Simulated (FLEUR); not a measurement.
# Calculated records

**free-standing square V monolayer, spacing 3.216 A: which magnetic order is lowest**

The cell holds 2 atoms: 2 V. Cell: a = 3.216 Å, b = 6.432 Å, c = 14.000 Å, α = 90.0°, β = 90.0°, γ = 90.0°. model lattice. Vacuum lies along c.

* method: PBE; all-electron FLAPW film, Dirac cores, scalar-relativistic bands (and 1 further level or step)
* program: FLEUR MaX-R8.1
* settings of one run: kmax 3.6 1/bohr, gmax 10.8 1/bohr, muffin tin radii V: 2.8 bohr, lmax V: [10, 8], hist occupations, smearing width 0.03 eV, mixer Anderson, mixing 0.03, max iterations 120, stop 2.00e-5 me/bohr³, film mode on, collinear spin, 8×4×1 k-mesh, mesh matched on, starting moments 1.5 -1.5 μB
* cost: 5 runs, 5.4 min in all on 2 MPI ranks of Arm Neoverse V2, shared host (the runs of this entry)
* notes: This is the lowest of 4 finished starts, no proof of the ground state.
* lowest state found: antiferromagnetic (initial antiferro q=(0,1/2,0) +-)
* largest site spin moment: 3.22 μB
* next finished state: ferromagnetic, 56.3 meV a seeded atom higher
* energy gained by spin polarisation: 1220 meV a seeded atom
* orbital moment on the atom of largest spin, along its spin (spin–orbit run): -0.0560 μB

The lowest state found is antiferromagnetic, reached from the start antiferro q=(0,1/2,0) +-, with moments up to 3.22 μB. The next finished state costs 56 meV a seeded atom.

[Hosts, paths, dates, database ids (printed as entryN), source tags and the programs' standing remarks are cut or masked in the printed files.]

[Where a cell is said to come from a database of computed structures, the database is the Materials Project.]
